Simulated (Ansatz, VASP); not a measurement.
# Two plane-wave programs on Tl

The input INCAR:

```
  ALGO = Normal
  EDIFF = 1E-7
  ENCUT = 520
  GGA = PE
  ISIF = 2
  ISMEAR = 0
  IVDW = 12
  LASPH = True
  LCHARG = False
  LREAL = False
  LWAVE = False
  NBANDS = 12
  NELM = 100
  PREC = Accurate
  SIGMA = 0.1
```

File KPOINTS:

```
k-points
0
Gamma
  6 6 6
```

POSCAR

```
Tl
1.0
   -1.9410000000      1.9410000000      1.9410000000
    1.9410000000     -1.9410000000      1.9410000000
    1.9410000000      1.9410000000     -1.9410000000
Tl
1
Direct
    0.0000000000      0.0000000000      0.0000000000
```

Input for Ansatz:

```yaml
crystal:
  lattice:
    - [-1.941, 1.941, 1.941]
    - [1.941, -1.941, 1.941]
    - [1.941, 1.941, -1.941]
  atoms:
    - { symbol: Tl, position: [0.0, 0.0, 0.0] }
basis:
  ecutwfc: 420
kpoints:
  mp_grid: { grid: [6, 6, 6] }
hamiltonian:
  xc: pbe
  dispersion: d3bj
scf:
  occupations: { method: gaussian, width: 0.1 }
output:
  forces: true
  stress: true
  eigenvalues: true
```

This isn't the form of Tl at room conditions, which is hcp.

Alike in both runs: task single point; functional PBE; dispersion D3(BJ); k mesh 6 × 6 × 6; occupations gaussian, width 0.1 eV; no spin polarisation.

|  | VASP | Ansatz |
| --- | --- | --- |
| version | VASP 6.6.1 | Ansatz 0.2.0 |
| potentials or method | VASP PAW PBE potentials, release 64 (Tl_d) | scalar-relativistic, plane waves, PAW |
| plane-wave cutoff (eV) | 520 | 420 |
| valence electrons in the cell | 13 | 13 |

|  | VASP | Ansatz | Ansatz less VASP |
| --- | --- | --- | --- |
| gap on the k mesh at the Fermi level (eV) | none | none | - |
| pressure (GPa) | 0.4 | 0.5 | +0.07 |

A gap of «none» marks a metal or a gap that the smearing closes.

Caveats: the k mesh is coarse (spacing up to 0.38 Å⁻¹), so the values aren't converged; pairwise dispersion overbinds metals, which lowers pressure and volume. The runs have no spin-orbit coupling, so splittings on Tl are missing.
